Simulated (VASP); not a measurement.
# CoSi (Pm-3m) in VASP: reference runs, part 2 of 2

VASP 6.6.1. Earlier steps stand in the parts before.

### 3 Single point, PBE, collinear spin, ferromagnetic start (atoms moved at random, drawn with an rms of 0.05 Å)

INCAR

```
SYSTEM = CoSi
ALGO = Normal ; EDIFF = 1E-7
ENCUT = 520 ; GGA = PE
ISIF = 2 ; ISMEAR = -1
ISPIN = 2 ; LASPH = .True.
LCHARG = .False. ; LMAXMIX = 4
LORBIT = 11 ; LREAL = .False.
LWAVE = .False. ; MAGMOM = 2 0
NBANDS = 18 ; NELM = 150
PREC = Accurate ; SIGMA = 0.05
```

KPOINTS

```
k-points
0
Gamma
  10 10 10
  0 0 0
```

POSCAR

```
CoSi
1.0
    2.7813340000      0.0000000000      0.0000000000
    0.0000000000      2.7813340000      0.0000000000
    0.0000000000      0.0000000000      2.7813340000
Co Si
1 1
Direct
   -0.0101830000     -0.0111760000     -0.0001760000
    0.4927130000      0.5047100000      0.5109750000
```

Potentials or basis: VASP PAW PBE potentials, release 64 (Co, Si).

The run is started by

```console
> cat potpaw_PBE.64/Co/POTCAR potpaw_PBE.64/Si/POTCAR > POTCAR
> mpirun -np 1 vasp_std > vasp.out
```

OUTCAR:

```text
SYSTEM = CoSi
   EDIFF = 1E-7
   ENCUT = 520
   GGA = PE
   ISIF = 2
   ISMEAR = -1
   ISPIN = 2
   LASPH = .True.
   LORBIT = 11
   LREAL = .False.
   NELM = 150
   PREC = Accurate

 ion  position               nearest neighbor table
   1  0.990  0.989  1.000-   2 2.36   2 2.37   2 2.40   2 2.41   2 2.41   2 2.42   2 2.45   2 2.46

   2  0.493  0.505  0.511-   1 2.36   1 2.37   1 2.40   1 2.41   1 2.41   1 2.42   1 2.45   1 2.46

  LATTYP: Found a simple cubic cell.
 ALAT       =     2.7813340000

  Lattice vectors:

 A1 = (   2.7813340000,   0.0000000000,   0.0000000000)
 A2 = (   0.0000000000,   2.7813340000,   0.0000000000)
 A3 = (   0.0000000000,   0.0000000000,   2.7813340000)

Analysis of symmetry for initial positions (statically):
=====================================================================
[... 1224 lines left out ...]
      direct lattice vectors                 reciprocal lattice vectors
     2.781334000  0.000000000  0.000000000     0.359539703  0.000000000  0.000000000
     0.000000000  2.781334000  0.000000000     0.000000000  0.359539703  0.000000000
     0.000000000  0.000000000  2.781334000     0.000000000  0.000000000  0.359539703

 POSITION                                       TOTAL-FORCE (eV/Angst)
 -----------------------------------------------------------------------------------
      2.75301      2.75025      2.78084         0.040739      0.221358      0.156153
      1.37040      1.40377      1.42119        -0.040739     -0.221358     -0.156153
 -----------------------------------------------------------------------------------
    total drift:                                0.000008      0.000052      0.000032

  FREE ENERGIE OF THE ION-ELECTRON SYSTEM (eV)
  ---------------------------------------------------
  free  energy   TOTEN  =       -13.2845817531 eV

  energy  without entropy=      -13.2697515974  energy(sigma->0) =      -13.27716668

 total charge

# of ion       s       p       d       tot
------------------------------------------
    1        0.439   0.589   7.581   8.609
    2        0.712   0.865   0.000   1.576
--------------------------------------------------
tot          1.151   1.454   7.581  10.186

 magnetization (x)

# of ion       s       p       d       tot
------------------------------------------
    1        0.007   0.001   0.535   0.543
    2        0.002   0.011   0.000   0.013
--------------------------------------------------
tot          0.009   0.012   0.535   0.556
```

OSZICAR:

```text
N       E                     dE             d eps       ncg     rms          rms(c)
DAV:   1     0.474737485357E+02    0.47474E+02   -0.51177E+03 37160   0.759E+02
DAV:   2    -0.119146863366E+02   -0.59388E+02   -0.52023E+02 40568   0.167E+02
DAV:   3    -0.146228319786E+02   -0.27081E+01   -0.26452E+01 42510   0.372E+01
DAV:   4    -0.146553472085E+02   -0.32515E-01   -0.32477E-01 42486   0.364E+00
DAV:   5    -0.146560685397E+02   -0.72133E-03   -0.72126E-03 43450   0.556E-01    0.151E+01
DAV:   6    -0.174336477538E+02   -0.27776E+01   -0.35103E+01 39670   0.732E+01    0.174E+01
DAV:   7    -0.133089870339E+02    0.41247E+01   -0.19150E+01 40804   0.495E+01    0.264E+00
DAV:   8    -0.132990251030E+02    0.99619E-02   -0.15922E-01 43272   0.251E+00    0.147E+00
DAV:   9    -0.132858454998E+02    0.13180E-01   -0.21169E-02 48568   0.161E+00    0.611E-01
DAV:  10    -0.132846868469E+02    0.11587E-02   -0.78229E-04 53172   0.236E-01    0.198E-01
DAV:  11    -0.132845935684E+02    0.93278E-04   -0.11006E-04 46002   0.108E-01    0.855E-02
DAV:  12    -0.132845919909E+02    0.15775E-05   -0.74016E-05 50538   0.854E-02    0.342E-02
DAV:  13    -0.132845831585E+02    0.88325E-05   -0.16568E-06 47064   0.112E-02    0.145E-02
DAV:  14    -0.132845822044E+02    0.95403E-06   -0.85645E-07 42308   0.760E-03    0.368E-03
DAV:  15    -0.132845818159E+02    0.38848E-06   -0.29294E-07 23128   0.478E-03    0.105E-03
DAV:  16    -0.132845817531E+02    0.62848E-07   -0.26110E-08 19932   0.124E-03
   1 F= -.13284582E+02 E0= -.13277167E+02  d E =-.148302E-01  mag=     0.5420
```

Run time: 4.6 min. Hardware: 1 thread of Intel Xeon Platinum 8488C (Sapphire Rapids), shared host; peak memory 0.39 GiB.

Results:

```yaml
Free_energy: -13.2846 eV
Pressure: 0.9 GPa
Largest_force: 0.274 eV/Å
Band_gap_on_the_k_mesh: none (metal or under the smearing width)
Net_moment: 0.54 μB per cell
Site_moments: Co +0.54; Si +0.01 μB
Valence_electrons_inside_the_program's_atomic_spheres: Co 8.61; Si 1.58
```

Forces on the atoms (eV/Å):
```
Co   0.041  0.221  0.156
Si  -0.041 -0.221 -0.156
```

Stress tensor (GPa, compression positive):
```
0.94 0.09 0.07
0.09 0.77 0.35
0.07 0.35 0.86
```

Levels at points of the mesh, in eV from the Fermi level:
Spin up:
| k point | band 5 | band 6 | band 7 | band 8 | band 9 | band 10 |
| --- | --- | --- | --- | --- | --- | --- |
| (0.00, 0.00, 0.00) | -1.60 | -1.59 | 2.96 | 2.96 | 2.96 | 7.39 |
| (0.50, 0.00, 0.00) | -2.84 | -1.45 | -0.78 | 6.61 | 7.99 | 8.02 |
| (0.00, 0.50, 0.00) | -2.84 | -1.45 | -0.78 | 6.63 | 7.99 | 8.00 |
| (0.00, 0.00, 0.50) | -2.84 | -1.45 | -0.78 | 6.62 | 7.99 | 8.00 |
| (0.50, 0.50, 0.00) | -2.39 | -2.39 | -1.10 | 1.30 | 1.64 | 8.05 |
| (0.00, 0.50, 0.50) | -2.40 | -2.39 | -1.10 | 1.30 | 1.64 | 8.05 |
| (0.50, 0.00, 0.50) | -2.39 | -2.38 | -1.10 | 1.30 | 1.64 | 8.05 |
| (0.50, 0.50, 0.50) | -1.06 | -1.06 | 1.25 | 1.26 | 1.27 | 3.39 |
Spin down:
| k point | band 2 | band 3 | band 4 | band 5 | band 6 | band 7 | band 8 | band 9 | band 10 | band 11 |
| --- | --- | --- | --- | --- | --- | --- | --- | --- | --- | --- |
| (0.00, 0.00, 0.00) | -3.58 | -3.58 | -1.25 | -1.24 | -1.24 | 2.97 | 2.97 | 2.98 | 7.66 | 7.66 |
| (0.50, 0.00, 0.00) | -8.81 | -2.74 | -2.56 | -2.55 | -1.09 | 0.05 | 6.61 | 8.09 | 8.11 | 9.44 |
| (0.00, 0.50, 0.00) | -8.81 | -2.74 | -2.56 | -2.55 | -1.09 | 0.06 | 6.63 | 8.08 | 8.09 | 9.44 |
| (0.00, 0.00, 0.50) | -8.81 | -2.74 | -2.56 | -2.55 | -1.09 | 0.06 | 6.62 | 8.09 | 8.10 | 9.44 |
| (0.50, 0.50, 0.00) | -5.30 | -5.29 | -3.79 | -2.07 | -2.07 | -0.21 | 1.61 | 2.12 | 8.06 | 13.42 |
| (0.00, 0.50, 0.50) | -5.30 | -5.29 | -3.79 | -2.08 | -2.07 | -0.21 | 1.61 | 2.13 | 8.06 | 13.42 |
| (0.50, 0.00, 0.50) | -5.30 | -5.29 | -3.79 | -2.07 | -2.06 | -0.21 | 1.61 | 2.12 | 8.06 | 13.42 |
| (0.50, 0.50, 0.50) | -5.86 | -5.86 | -1.71 | -0.16 | -0.16 | 1.27 | 1.28 | 1.29 | 3.63 | 3.65 |
